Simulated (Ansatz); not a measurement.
Reactions of `N=C(N)O[SiH3]`.

Calculated with Ansatz (gas phase, PBE0-D4/def2-TZVP geometries, no zero-point term in ΔE). CCSD(T)/CBS adds triple-zeta CCSD(T) − MP2 to the extrapolated MP2 energy (def2 sets, frozen cores). This one scheme is used for every species. One conformer a species, not always the lowest.

Order these by ΔE at CCSD(T)/CBS, lowest first. (Best estimate.)
A. `N=C(N)O[SiH3]` + `N[SiH2]O[SiH3]` → `[SiH3]N[SiH2]O[SiH3]` + `N=C(N)O`
B. `N=C(N)O[SiH3]` + `ClBCl` → `[SiH3]B(Cl)Cl` + `N=C(N)O`
C. `N=C(N)O[SiH3]` + `OB(O)F` → `OB(F)O[SiH3]` + `N=C(N)O`
D. `N=C(N)O[SiH3]` + `O[Si](O)(F)O[SiH3]` → `O[Si](F)(O[SiH3])O[SiH3]` + `N=C(N)O`
E. `N=C(N)O[SiH3]` + `CO[SiH2]S` → `CO[SiH2]S[SiH3]` + `N=C(N)O`
F. `N=C(N)O[SiH3]` + `CNCS` → `CNC([SiH3])S` + `N=C(N)O`

D (-22.9 kJ/mol), C (-7.4 kJ/mol), E (+11.3 kJ/mol), A (+24.9 kJ/mol), F (+85.1 kJ/mol), B (+97.0 kJ/mol).

Largest T1 diagnostic: 0.013, for `N=C(N)O[SiH3]`.
